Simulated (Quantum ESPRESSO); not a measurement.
# HfO2 (Fm-3m) in Quantum ESPRESSO: settings compared, part 2 of 3

Quantum ESPRESSO 7.5.

**3. Phonons, PBE**

The input, pw.in:

```
&CONTROL
  calculation = 'scf'
  prefix = 'pwscf'
  outdir = './tmp'
  pseudo_dir = './pseudo'
  tprnfor = .true.
  tstress = .true.
  disk_io = 'low'
/
&SYSTEM
  ibrav = 0
  nat = 3
  ntyp = 2
  ecutwfc = 45
  ecutrho = 360
  nbnd = 19
  occupations = 'smearing'
  smearing = 'fd'
  degauss = 0.00367493
/
&ELECTRONS
  conv_thr = 6d-10
  electron_maxstep = 120
  mixing_beta = 0.5
/
ATOMIC_SPECIES
Hf   178.4900 hf_pbe_v1.uspp.F.UPF
O     15.9990 o_pbe_v1.2.uspp.F.UPF
CELL_PARAMETERS angstrom
   0.0000000000    2.5575000000    2.5575000000
   2.5575000000    0.0000000000    2.5575000000
   2.5575000000    2.5575000000    0.0000000000
ATOMIC_POSITIONS angstrom
Hf     0.0000000000    0.0000000000    0.0000000000
O      3.8362500000    3.8362500000    3.8362500000
O      1.2787500000    1.2787500000    1.2787500000
K_POINTS automatic
4 4 4 1 1 1
```

The input, relax.in:

```
&CONTROL
  calculation = 'vc-relax'
  prefix = 'pwscf'
  outdir = './tmp'
  pseudo_dir = './pseudo'
  tprnfor = .true.
  tstress = .true.
  disk_io = 'low'
  nstep = 40
  forc_conv_thr = 0.0001
  etot_conv_thr = 1d-06
/
&SYSTEM
  ibrav = 0
  nat = 3
  ntyp = 2
  ecutwfc = 45
  ecutrho = 360
  nbnd = 19
  occupations = 'smearing'
  smearing = 'fd'
  degauss = 0.00367493
/
&ELECTRONS
  conv_thr = 6d-10
  electron_maxstep = 120
  mixing_beta = 0.5
/
&IONS
  ion_dynamics = 'bfgs'
/
&CELL
  cell_dynamics = 'bfgs'
  press = 0
  press_conv_thr = 0.2
/
ATOMIC_SPECIES
Hf   178.4900 hf_pbe_v1.uspp.F.UPF
O     15.9990 o_pbe_v1.2.uspp.F.UPF
CELL_PARAMETERS angstrom
   0.0000000000    2.5575000000    2.5575000000
   2.5575000000    0.0000000000    2.5575000000
   2.5575000000    2.5575000000    0.0000000000
ATOMIC_POSITIONS angstrom
Hf     0.0000000000    0.0000000000    0.0000000000
O      3.8362500000    3.8362500000    3.8362500000
O      1.2787500000    1.2787500000    1.2787500000
K_POINTS automatic
4 4 4 1 1 1
```

The input, scf2.in:

```
&CONTROL
  calculation = 'scf'
  prefix = 'pwscf'
  outdir = './tmp'
  pseudo_dir = './pseudo'
  tprnfor = .true.
  tstress = .true.
  disk_io = 'low'
/
&SYSTEM
  ibrav = 0
  nat = 3
  ntyp = 2
  ecutwfc = 45
  ecutrho = 360
  nbnd = 19
  occupations = 'fixed'
/
&ELECTRONS
  conv_thr = 1d-13
  electron_maxstep = 120
  mixing_beta = 0.5
  startingpot = 'file'
  startingwfc = 'file'
/
ATOMIC_SPECIES
Hf   178.4900 hf_pbe_v1.uspp.F.UPF
O     15.9990 o_pbe_v1.2.uspp.F.UPF
CELL_PARAMETERS angstrom
   0.0000000000    2.5415444018    2.5415444018
   2.5415444018    0.0000000000    2.5415444018
   2.5415444018    2.5415444018    0.0000000000
ATOMIC_POSITIONS angstrom
Hf     0.0000000000    0.0000000000    0.0000000000
O      3.8123166027    3.8123166027    3.8123166027
O      1.2707722009    1.2707722009    1.2707722009
K_POINTS automatic
4 4 4 1 1 1
```

The input, ph.in:

```
phonons of HfO2
&INPUTPH
  prefix = 'pwscf'
  outdir = './tmp'
  tr2_ph = 1d-18
  fildyn = 'dyn'
  niter_ph = 90
  alpha_mix(1) = 0.7
  epsil = .true.
/
0.0000000000 0.0000000000 0.0000000000
```

The input, dynmat.in:

```
&INPUT
  fildyn = 'dyn'
  asr = 'crystal'
  lperm = .true.
  filout = 'dynmat.disp'
  fileig = 'dynmat.eig'
/
```

The input, dynmat_lo.in:

```
&INPUT
  fildyn = 'dyn'
  asr = 'crystal'
  filout = 'dynmat_lo.disp'
  fileig = 'dynmat_lo.eig'
  q(1) = 0
  q(2) = 0
  q(3) = 1
/
```

Potentials or basis: GBRV 1.5 PBE.

On the command line:

```
OMP_NUM_THREADS=1 pw.x -in pw.in > pw.out
OMP_NUM_THREADS=1 pw.x -in relax.in > relax.out
OMP_NUM_THREADS=1 pw.x -in scf2.in > scf2.out
OMP_NUM_THREADS=1 ph.x -in ph.in > ph.out
OMP_NUM_THREADS=1 dynmat.x -in dynmat.in > dynmat.out
OMP_NUM_THREADS=1 dynmat.x -in dynmat_lo.in > dynmat_lo.out
```

pw.out:

```text
This program is part of the open-source Quantum ESPRESSO suite
     for quantum simulation of materials; please cite
         "P. Giannozzi et al., J. Phys.:Condens. Matter 21 395502 (2009);
         "P. Giannozzi et al., J. Phys.:Condens. Matter 29 465901 (2017);
         "P. Giannozzi et al., J. Chem. Phys. 152 154105 (2020);
     in publications or presentations arising from this work. More details at

     Message from routine setup:
     using ibrav=0 with symmetry is DISCOURAGED, use correct ibrav instead

     G-vector sticks info
     --------------------
     sticks:   dense  smooth     PW     G-vecs:    dense   smooth      PW
     Sum        1159     583    187                26133     9257    1639

     Using Slab Decomposition

     bravais-lattice index     =            0
     lattice parameter (alat)  =       6.8349  a.u.
     unit-cell volume          =     225.7738 (a.u.)^3
     number of atoms/cell      =            3
     number of atomic types    =            2
     number of electrons       =        24.00
[... 239 lines left out ...]
     8.6088   9.5397  10.6657  11.1292  16.3989  17.1943  18.9315  19.6577
    20.6503  23.2039  24.9057

     the Fermi energy is    14.6222 ev

!    total energy              =    -224.02998358 Ry
     estimated scf accuracy    <          2.1E-10 Ry
     smearing contrib. (-TS)   =      -0.00000000 Ry
     internal energy E=F+TS    =    -224.02998358 Ry

     The total energy is F=E-TS. E is the sum of the following terms:
     one-electron contribution =     -27.12910491 Ry
     hartree contribution      =      28.07356383 Ry
     xc contribution           =     -90.50771627 Ry
     ewald contribution        =    -134.46672623 Ry

     convergence has been achieved in  10 iterations

     negative rho (up, down):  1.166E-01 0.000E+00

     Forces acting on atoms (cartesian axes, Ry/au):

     atom    1 type  1   force =     0.00000000    0.00000000    0.00000000
     atom    2 type  2   force =     0.00000000   -0.00000000   -0.00000000
     atom    3 type  2   force =    -0.00000000    0.00000000    0.00000000

     Total force =     0.000000     Total SCF correction =     0.000000

     Computing stress (Cartesian axis) and pressure

     negative rho (up, down):  1.166E-01 0.000E+00
          total   stress  (Ry/bohr**3)                   (kbar)     P=      -45.16
  -0.00030701   0.00000000   0.00000000          -45.16        0.00        0.00
   0.00000000  -0.00030701  -0.00000000            0.00      -45.16       -0.00
   0.00000000  -0.00000000  -0.00030701            0.00       -0.00      -45.16

=------------------------------------------------------------------------------=
   JOB DONE.
=------------------------------------------------------------------------------=
```

It took 2.6 min on 1 thread of Intel Xeon 6975P-C (Granite Rapids), shared host; peak memory 0.22 GiB.

Results:

```yaml
Free_energy: -3048.0916 eV
Relaxed_volume: 10.94 Å³/atom
Relaxed_cell: a = 3.594 Å, b = 3.594 Å, c = 3.594 Å, α = 60.00°, β = 60.00°, γ = 60.00°
Space_group_after_relaxing_to_0.05_Å: Fm-3m (No. 225)
Pressure_after_relaxing: 0.0 GPa
Electronic_dielectric_tensor_diagonal: 5.17
Born_charges_mean_of_the_diagonal: Hf +5.50; O -2.74 e
Highest_phonon_frequency_at_Γ_LO-TO_splitting_left_out: 570 cm⁻¹
Static_dielectric_tensor_diagonal: 37.47
```

The path:
| step | energy change (eV) | largest force (eV/Å) | pressure (GPa) | volume (Å³) |
| --- | --- | --- | --- | --- |
| 1 | 0.0000 | 0.0000 | -4.52 | 33.46 |
| 2 | -0.0084 | 0.0000 | 1.10 | 32.69 |
| 3 | -0.0089 | 0.0000 | -0.04 | 32.84 |
| 4 | -0.0089 | 0.0000 | 0.00 | 32.83 |

Final structure:
```
CELL_PARAMETERS angstrom
0.00000 2.54154 2.54154
2.54154 0.00000 2.54154
2.54154 2.54154 0.00000
ATOMIC_POSITIONS crystal
Hf 0.00000 0.00000 0.00000
O 0.75000 0.75000 0.75000
O 0.25000 0.25000 0.25000
```

Phonon frequencies in cm⁻¹ (negative: imaginary):
```csv
q point,frequencies
"(0.000, 0.000, 0.000)",-9 -9 -9 228 228 228 570 570 570
```

Electronic dielectric tensor:
```
5.17 0.00 0.00
0.00 5.17 0.00
0.00 0.00 5.17
```

Born effective charge tensors (e):
atom 1, Hf
```
5.50 0.00 0.00
0.00 5.50 0.00
0.00 0.00 5.50
```
atom 2, O
```
-2.74  0.00  0.00
 0.00 -2.74  0.00
 0.00  0.00 -2.74
```
atom 3, O
```
-2.74  0.00  0.00
 0.00 -2.74  0.00
 0.00  0.00 -2.74
```

Optical modes at Γ, degenerate ones joined, polar ones without the macroscopic field:
```tsv
cm⁻¹	components	symmetry	active in	IR intensity, summed ((D/Å)²/amu)
227	3	T1u	IR	76.98
570	3	T2g	Raman	0.00
```

Zone-centre frequencies without and with the macroscopic field along z (cm⁻¹):
|  | optical modes in rising order |
| --- | --- |
| without | 227 227 227 570 570 570 |
| with the field | 227 227 570 570 570 612 |

Static dielectric tensor, electrons and zone-centre modes:
```
37.47  0.00  0.00
 0.00 37.47  0.00
 0.00  0.00 37.47
```

**4. Phonons, WC**

pw.in, as its differences from that of step 3:

```diff
@@ -16,2 +16,3 @@
   nbnd = 19
+  input_dft = 'wc'
   occupations = 'smearing'
```

relax.in, as its differences from that of step 3:

```diff
@@ -19,2 +19,3 @@
   nbnd = 19
+  input_dft = 'wc'
   occupations = 'smearing'
```

The input, scf2.in:

```
&CONTROL
  calculation = 'scf'
  prefix = 'pwscf'
  outdir = './tmp'
  pseudo_dir = './pseudo'
  tprnfor = .true.
  tstress = .true.
  disk_io = 'low'
/
&SYSTEM
  ibrav = 0
  nat = 3
  ntyp = 2
  ecutwfc = 45
  ecutrho = 360
  nbnd = 19
  input_dft = 'wc'
  occupations = 'fixed'
/
&ELECTRONS
  conv_thr = 1d-13
  electron_maxstep = 120
  mixing_beta = 0.5
  startingpot = 'file'
  startingwfc = 'file'
/
ATOMIC_SPECIES
Hf   178.4900 hf_pbe_v1.uspp.F.UPF
O     15.9990 o_pbe_v1.2.uspp.F.UPF
CELL_PARAMETERS angstrom
   0.0000000000    2.5185216970    2.5185216970
   2.5185216970    0.0000000000    2.5185216970
   2.5185216970    2.5185216970    0.0000000000
ATOMIC_POSITIONS angstrom
Hf     0.0000000000    0.0000000000    0.0000000000
O      3.7777825455    3.7777825455    3.7777825455
O      1.2592608485    1.2592608485    1.2592608485
K_POINTS automatic
4 4 4 1 1 1
```

ph.in is that of step 3.

dynmat.in is that of step 3.

dynmat_lo.in is that of step 3.

Potentials or basis: GBRV 1.5 PBE.

On the command line:

```
OMP_NUM_THREADS=1 pw.x -in pw.in > pw.out
OMP_NUM_THREADS=1 pw.x -in relax.in > relax.out
OMP_NUM_THREADS=1 pw.x -in scf2.in > scf2.out
OMP_NUM_THREADS=1 ph.x -in ph.in > ph.out
OMP_NUM_THREADS=1 dynmat.x -in dynmat.in > dynmat.out
OMP_NUM_THREADS=1 dynmat.x -in dynmat_lo.in > dynmat_lo.out
```

pw.out:

```text
This program is part of the open-source Quantum ESPRESSO suite
     for quantum simulation of materials; please cite
         "P. Giannozzi et al., J. Phys.:Condens. Matter 21 395502 (2009);
         "P. Giannozzi et al., J. Phys.:Condens. Matter 29 465901 (2017);
         "P. Giannozzi et al., J. Chem. Phys. 152 154105 (2020);
     in publications or presentations arising from this work. More details at

     IMPORTANT: XC functional enforced from input :
     Exchange-correlation= WC
                           (   1   4  11   4   0   0   0)
     Any further DFT definition will be discarded
     Please, verify this is what you really want

     Message from routine setup:
     using ibrav=0 with symmetry is DISCOURAGED, use correct ibrav instead

     G-vector sticks info
     --------------------
     sticks:   dense  smooth     PW     G-vecs:    dense   smooth      PW
     Sum        1159     583    187                26133     9257    1639

     Using Slab Decomposition

     bravais-lattice index     =            0
     lattice parameter (alat)  =       6.8349  a.u.
     unit-cell volume          =     225.7738 (a.u.)^3
     number of atoms/cell      =            3
     number of atomic types    =            2
     number of electrons       =        24.00
     number of Kohn-Sham states=           19
     kinetic-energy cutoff     =      45.0000  Ry
     charge density cutoff     =     360.0000  Ry
     scf convergence threshold =      6.0E-10
     mixing beta               =       0.5000
     number of iterations used =            8  plain     mixing
     Exchange-correlation= WC
                           (   1   4  11   4   0   0   0)

     celldm(1)=   6.834858  celldm(2)=   0.000000  celldm(3)=   0.000000
     celldm(4)=   0.000000  celldm(5)=   0.000000  celldm(6)=   0.000000

     crystal axes: (cart. coord. in units of alat)
               a(1) = (   0.000000   0.707107   0.707107 )
               a(2) = (   0.707107   0.000000   0.707107 )
               a(3) = (   0.707107   0.707107   0.000000 )

     reciprocal axes: (cart. coord. in units 2 pi/alat)
               b(1) = ( -0.707107  0.707107  0.707107 )
               b(2) = (  0.707107 -0.707107  0.707107 )
               b(3) = (  0.707107  0.707107 -0.707107 )

     PseudoPot. # 1 for Hf read from file:
     hf_pbe_v1.uspp.F.UPF
     Pseudo is Ultrasoft + core correction, Zval = 12.0
     Generated by new atomic code, or converted to UPF format
     Using radial grid of  921 points,  8 beta functions with:
                l(1) =   0
                l(2) =   0
                l(3) =   0
                l(4) =   1
                l(5) =   1
                l(6) =   2
[... 44 lines left out ...]

     Dense  grid:    26133 G-vectors     FFT dimensions: (  45,  45,  45)

     Smooth grid:     9257 G-vectors     FFT dimensions: (  30,  30,  30)

     Check: negative core charge=   -0.000002

     Initial potential from superposition of free atoms

     starting charge      22.0000, renormalised to      24.0000

     negative rho (up, down):  1.181E-01 0.000E+00
     Starting wfcs are   21 randomized atomic wfcs

     Self-consistent Calculation

     iteration #  1     ecut=    45.00 Ry     beta= 0.50
     Davidson diagonalization with overlap
     ethr =  1.00E-02,  avg # of iterations =  2.1

     negative rho (up, down):  1.130E-01 0.000E+00
[... 85 lines left out ...]
     iteration # 11     ecut=    45.00 Ry     beta= 0.50
     Davidson diagonalization with overlap
     ethr =  2.55E-12,  avg # of iterations =  2.0

     negative rho (up, down):  1.162E-01 0.000E+00

     End of self-consistent calculation

          k = 0.0884 0.0884 0.0884 (  1167 PWs)   bands (ev):

   -49.2177 -17.8176 -17.7628 -17.7628  -6.4702  -3.8804   6.7818   6.7818
     7.0352  10.7983  10.9863  10.9863  15.9099  15.9099  17.9183  21.3193
    21.7474  21.7474  25.0926

          k = 0.2652 0.2652-0.0884 (  1147 PWs)   bands (ev):

   -49.2106 -18.0117 -17.8299 -17.7837  -5.6958  -4.3957   7.0853   7.5648
     8.7153   9.0641   9.7314  11.0805  16.1607  16.6900  18.6973  20.2771
    21.2188  21.4818  24.1341

          k =-0.2652-0.2652 0.4419 (  1154 PWs)   bands (ev):
[... 19 lines left out ...]
   -49.2036 -18.0787 -17.9650 -17.8556  -4.8884  -4.7275   6.4196   7.3922
     8.7608   9.6939  10.5983  11.3705  16.2724  16.9317  18.6559  19.1321
    20.0721  23.7044  25.1479

          k = 0.0884-0.2652 0.4419 (  1146 PWs)   bands (ev):

   -49.2065 -18.0723 -17.8956 -17.8185  -5.2189  -4.6241   7.1096   7.6099
     8.1817   9.7882  10.0515  10.9328  16.2322  16.7399  18.8329  19.7056
    20.5749  22.2737  24.4840

          k =-0.6187 0.0884 0.0884 (  1146 PWs)   bands (ev):

   -49.2036 -18.1419 -17.8930 -17.8602  -4.9081  -4.7122   5.8129   8.1549
     8.3140  10.3169  10.5005  11.5200  15.7797  17.0962  18.5511  19.5642
    19.9201  23.5315  25.7390

          k = 0.2652 0.2652 0.2652 (  1155 PWs)   bands (ev):
[... 7 lines left out ...]
   -49.2048 -18.0735 -17.9552 -17.8241  -5.0700  -4.6463   6.7976   7.8098
     8.4113   9.3564  10.4959  10.9641  16.1349  16.9579  18.7171  19.4480
    20.4689  22.8459  24.6011

     the Fermi energy is    14.3708 ev

!    total energy              =    -223.74408618 Ry
     estimated scf accuracy    <          1.5E-12 Ry
     smearing contrib. (-TS)   =      -0.00000000 Ry
     internal energy E=F+TS    =    -223.74408618 Ry

     The total energy is F=E-TS. E is the sum of the following terms:
     one-electron contribution =     -26.97520438 Ry
     hartree contribution      =      27.85677406 Ry
     xc contribution           =     -90.15892962 Ry
     ewald contribution        =    -134.46672623 Ry

     convergence has been achieved in  11 iterations

     negative rho (up, down):  1.162E-01 0.000E+00

     Forces acting on atoms (cartesian axes, Ry/au):

     atom    1 type  1   force =    -0.00000000   -0.00000000   -0.00000000
     atom    2 type  2   force =     0.00000000   -0.00000000    0.00000000
     atom    3 type  2   force =     0.00000000    0.00000000   -0.00000000

     Total force =     0.000000     Total SCF correction =     0.000000

     Computing stress (Cartesian axis) and pressure

     negative rho (up, down):  1.162E-01 0.000E+00
          total   stress  (Ry/bohr**3)                   (kbar)     P=     -112.71
  -0.00076618   0.00000000   0.00000000         -112.71        0.00        0.00
   0.00000000  -0.00076618   0.00000000            0.00     -112.71        0.00
   0.00000000   0.00000000  -0.00076618            0.00        0.00     -112.71

=------------------------------------------------------------------------------=
   JOB DONE.
=------------------------------------------------------------------------------=
```

Run time: 2.5 min. Hardware: 1 thread of Intel Xeon 6975P-C (Granite Rapids), shared host; peak memory 0.23 GiB.

What came out:

```yaml
Free_energy: -3044.2457 eV
Relaxed_volume: 10.65 Å³/atom
Relaxed_cell: a = 3.562 Å, b = 3.562 Å, c = 3.562 Å, α = 60.00°, β = 60.00°, γ = 60.00°
Space_group_after_relaxing_to_0.05_Å: Fm-3m (No. 225)
Pressure_after_relaxing: 0.0 GPa
Electronic_dielectric_tensor_diagonal: 5.25
Born_charges_mean_of_the_diagonal: Hf +5.51; O -2.75 e
Highest_phonon_frequency_at_Γ_LO-TO_splitting_left_out: 587 cm⁻¹
Static_dielectric_tensor_diagonal: 32.97
```

Step by step:
| step | energy change (eV) | largest force (eV/Å) | pressure (GPa) | volume (Å³) |
| --- | --- | --- | --- | --- |
| 1 | 0.0000 | 0.0000 | -11.27 | 33.46 |
| 2 | -0.0513 | 0.0000 | 3.31 | 31.57 |
| 3 | -0.0551 | 0.0000 | -0.25 | 31.98 |
| 4 | -0.0552 | 0.0000 | 0.00 | 31.95 |
| 5 | -0.0552 | 0.0000 | 0.00 | 31.95 |

Final structure:
```xyz
3
Lattice="0.0000 2.5185 2.5185 2.5185 0.0000 2.5185 2.5185 2.5185 0.0000" Properties=species:S:1:pos:R:3 pbc="T T T"
Hf    0.0000    0.0000    0.0000
O     3.7778    3.7778    3.7778
O     1.2593    1.2593    1.2593
```

Phonon frequencies in cm⁻¹ (negative: imaginary):
| q point | frequencies |
| --- | --- |
| (0.000, 0.000, 0.000) | -4 -4 -4 249 249 249 587 587 587 |

Electronic dielectric tensor:
```
5.25 0.00 0.00
0.00 5.25 0.00
0.00 0.00 5.25
```

Born effective charge tensors (e):
atom 1, Hf
```
5.51 0.00 0.00
0.00 5.51 0.00
0.00 0.00 5.51
```
atom 2, O
```
-2.75  0.00  0.00
 0.00 -2.75  0.00
 0.00  0.00 -2.75
```
atom 3, O
```
-2.75  0.00  0.00
 0.00 -2.75  0.00
 0.00  0.00 -2.75
```

Optical modes at Γ, degenerate ones joined, polar ones without the macroscopic field:
```
cm⁻¹  components  symmetry  active in  IR intensity, summed ((D/Å)²/amu)
 249           3       T1u         IR                              77.32
 587           3       T2g      Raman                               0.00
```

Zone-centre frequencies without and with the macroscopic field along z (cm⁻¹):
```csv
,optical modes in rising order
without,249 249 249 587 587 587
with the field,249 249 587 587 587 625
```

Static dielectric tensor, electrons and zone-centre modes:
```
32.97  0.00  0.00
 0.00 32.97  0.00
 0.00  0.00 32.97
```

Caveat: the potentials were made for another functional, which shifts forces and pressure. Spin-orbit coupling is left out, which matters for the levels of Hf.

[end of part 2 of 3]
